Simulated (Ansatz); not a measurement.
The calculation used DFT r2SCAN, scalar-relativistic, plane waves, PAW (Ansatz). Settings: cutoff 500 eV, Γ-centred meshes no coarser than 0.19 Å⁻¹ for metals and 0.3 Å⁻¹ for insulators (2π included), Gaussian smearing.

All energies are static (0 K, no zero-point motion). Larger cells and other orderings weren't all tried, so the list isn't exhaustive. The k mesh leaves about 4 meV/atom of noise in metals. No run is spin-polarised.

16 distinct structures were compared, and only named types are asked about.

(1) Which is lower for Cd, the fcc or the bcc structure, and by how much?

(2) Which is lower for Cd, the alpha-mercury or the omega structure, and by how much?

(3) Which is lower for Cd, the samarium (9R) or the omega structure, and by how much?

Results:

(1) The fcc structure, by 64 meV/atom. It takes 21.7 Å³/atom against 22.1.

(2) The alpha-mercury structure, by 74 meV/atom. It takes 21.9 Å³/atom against 22.4.

(3) The samarium (9R) structure, by 91 meV/atom. It takes 22.1 Å³/atom against 22.4.